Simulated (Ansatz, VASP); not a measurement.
# One calculation of W, two programs

```
W
1.0
    -1.56096    1.56096    1.56096
     1.56096   -1.56096    1.56096
     1.56096    1.56096   -1.56096
W
1
Direct
  0.00000 0.00000 0.00000
```

Change from the starting cell: volume scaled by 0.96.

Alike in both runs: task single point; functional r2SCAN; k mesh 12 × 12 × 12; occupations fermi-dirac, width 0.05 eV; no spin polarisation.

```csv
,VASP,Ansatz
version,VASP 6.6.1,Ansatz 0.2.0
potentials or method,"VASP PAW PBE potentials, release 64 (W_sv)",Ansatz PAW
plane-wave cutoff (eV),520,500
valence electrons in the cell,14,14
```

VASP gave:

| Item | Value |
| --- | --- |
| gap on the k mesh at the Fermi level (eV) | none |
| pressure (GPa) | 17.4 |

Task: What did Ansatz give for the same quantities?

Result: gap on the k mesh at the Fermi level (eV): none; pressure (GPa): 15.8.

A gap of «none» marks a metal or a gap that the smearing closes. With one functional, cell and mesh, what is left measures potentials, basis and numerics.

Caveats: the PAW data sets were made with another functional, which shifts forces and pressure a little (VASP); the PAW data sets come from PBE, with cores solved anew for the run's functional, which leaves a small shift of forces and pressure (Ansatz). The runs have no spin-orbit coupling, so splittings on W are missing.
